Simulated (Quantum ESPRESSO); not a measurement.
Fe:

```
Fe
1.0
     0.00000    1.94174    1.96511
     1.49844    0.00000    1.96511
     1.49844    1.94174    0.00000
Fe
1
Direct
  0.00000 0.00000 0.00000
```

Base run:

| Quantity | Value |
| --- | --- |
| Program | Quantum ESPRESSO 7.5 |
| Functional | PBEsol |
| Potentials or basis | GBRV 1.5 PBEsol |
| Cutoff | 762 eV |
| Density cutoff | 6095 eV |
| k mesh | 13 × 13 × 13 |
| Occupations | fermi-dirac, width 0.05 eV |
| Spin | collinear spin, ferromagnetic start |
| Starting moments | [3.0] μB |

Its results: band gap on the k mesh none (metal or under the smearing width); pressure -8.6 GPa; net moment 2.27 μB per cell; site moments Fe +2.31 μB.

Question: The run is repeated on the same cell with these changes: hubbard terms from none to Fe d U = 2 eV. What comes out?

Answer: Band gap on the k mesh none (metal or under the smearing width); pressure 5.6 GPa; net moment 2.68 μB per cell; site moments Fe +2.76 μB.

Caveats: the U is typed as a test and isn't derived for this compound (some runs).

Not every run made on this cell is shown here.
